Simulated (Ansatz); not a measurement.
# MnSb: the cost of one run

Program: Ansatz 0.2.0. Level of theory: DFT PBE, scalar-relativistic, plane waves, PAW. These are calculated values, not measurements.

## 1. The system as given

The structure is cubic, space group Pm-3m (No. 221). Conventional cell: a = 3.538 Å, b = 3.538 Å, c = 3.538 Å, α = 90.00°, β = 90.00°, γ = 90.00°. Mn (site symmetry m-3m) is surrounded by 8 Sb at 3.06 Å. Sb (site symmetry m-3m) has 8 Mn at 3.06 Å as nearest neighbours.

Structure file:

```xyz
2
Lattice="3.5383 0.0000 0.0000 0.0000 3.5383 0.0000 0.0000 0.0000 3.5383" Properties=species:S:1:pos:R:3 pbc="T T T"
Mn    0.0000    0.0000    0.0000
Sb    1.7691    1.7691    1.7691
```

This is candidate A: caesium chloride type (Pm-3m, No. 221).

(A quick probe on a coarse mesh, which set the mesh and smearing, is not shown.)

## 3. Coarse relaxation (candidate A)

input.yaml reads:

```yaml
crystal:
  lattice:
    - [3.5382679942, 0.0, 0.0]
    - [0.0, 3.5382679942, 0.0]
    - [0.0, 0.0, 3.5382679942]
  atoms:
    - { symbol: Mn, position: [0.0, 0.0, 0.0], spin: 4.3 }
    - { symbol: Sb, position: [0.5, 0.5, 0.5], spin: -0.17 }
basis:
  ecutwfc: 420
kpoints:
  mp_grid: { grid: [6, 6, 6] }
hamiltonian:
  xc: pbe
scf:
  occupations: { method: gaussian, width: 0.1 }
  lower_state_search: "off"
output:
  forces: true
  stress: true
  eigenvalues: true
  populations: true
magnetization:
  spin_polarized: true
relax:
  adjacent_minimum: "off"
  f_tol: 0.04
  max_steps: 70
  cell: { stress_tol: 0.4 }
```

Launch:

```bash
ansatz run input.yaml --threads 1 --pin off --max-ram 2560MiB --backend cpu --events-out ev --progress --plain --runs-dir out
```

**Question.** How long does this run take on 1 thread of Arm Neoverse V2, shared host, and how much memory does it need?

About 15 s, with a peak of 0.33 GiB.
